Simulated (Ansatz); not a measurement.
**SnO2 (P4_2/mnm), work and stress of cleavage**

Theory: DFT PBE, scalar-relativistic, plane waves, PAW (Ansatz). The runs took a 420 eV cutoff, a Γ-centred 6×8×3 mesh and Gaussian smearing (0.05 eV). No spin polarisation. Energies are free energies at this smearing, counted from the undisturbed cell; pressure is positive in compression.

Zero of the scan (relaxed at this level):

```
Sn O
1.0
     0.00000   -4.82770    0.00000
     0.00000    0.00000   -3.23799
     9.65541    0.00000    0.00000
Sn O
4 8
Direct
  0.00000 0.00000 0.70165
  0.00000 0.00000 0.20165
  0.50000 0.50000 0.95165
  0.50000 0.50000 0.45165
  0.69339 0.00000 0.85495
  0.69339 0.00000 0.35495
  0.19339 0.50000 0.79835
  0.19339 0.50000 0.29835
  0.30661 0.00000 0.04835
  0.30661 0.00000 0.54835
  0.80661 0.50000 0.10495
  0.80661 0.50000 0.60495
```

The cut lies on the cell's a–b face, a (1 0 0) plane (indices in the standard cell, whose axes needn't be the Cartesian ones shown) of area 15.63 Å², between layers 0.93 Å apart. Vector c is lengthened by d along the normal with the atoms' Cartesian places fixed: one unrelaxed cut a cell. The traction is positive where the two halves pull on each other.

| d (Å) | energy (J/m²) | traction (GPa) |
| --- | --- | --- |
| -0.30 | 0.82 | -57.5 |
| -0.15 | 0.19 | -26.7 |
| 0.00 | 0.00 | 0.0 |
| 0.25 | 0.44 | 32.3 |
| 0.50 | 1.47 | 48.3 |
| 0.75 | 2.73 | 50.0 |
| 1.00 | 3.89 | 41.6 |
| 1.50 | 5.39 | 18.8 |
| 2.00 | 5.98 | 7.1 |
| 3.00 | 6.34 | 1.7 |
| 4.50 | 6.49 | 0.6 |
| 6.00 | 6.55 | 0.3 |

Task: What are the work of separation and the cleavage stress, and do they fit the universal binding curve?

Result: The energy levels off near W ≈ 6.55 J/m² (the traction is down to 0.3 GPa), the energy of the two unrelaxed faces, 3.28 J/m² each on average. The largest sampled traction is 50.0 GPa at d = 0.75 Å, and a parabola through it and its two neighbours peaks at σ_max ≈ 50.5 GPa, d ≈ 0.67 Å. The curve E = W[1 − (1 + d/ℓ)exp(−d/ℓ)] peaks in traction at d = ℓ with σ_max = W/(eℓ); with 1 J/m² per Å = 10 GPa this W and σ_max give ℓ = 0.48 Å. A parabola through that curve at the same three d peaks at 0.25 Å, against 0.67 Å here, so the traction peaks further out than on that curve. The cut parts unlike faces (Sn and O); in an ionic crystal that makes them polar, and the energy then depends on the thickness of the slab. The opened faces are metallic here, and spin polarisation, left out, could lower W. Real crystals break at far lower stress, because cracks concentrate it, and on the plane of lowest W, which needn't be this one.

The cut is rigid; relaxing the faces lowers these energies and usually the stresses.

The gap closes along the scan, which can put kinks into the curve.

Cost: 12 runs of about 4.2 core-minutes in all, on AMD EPYC 9R45 (Zen 5) (shared hosts).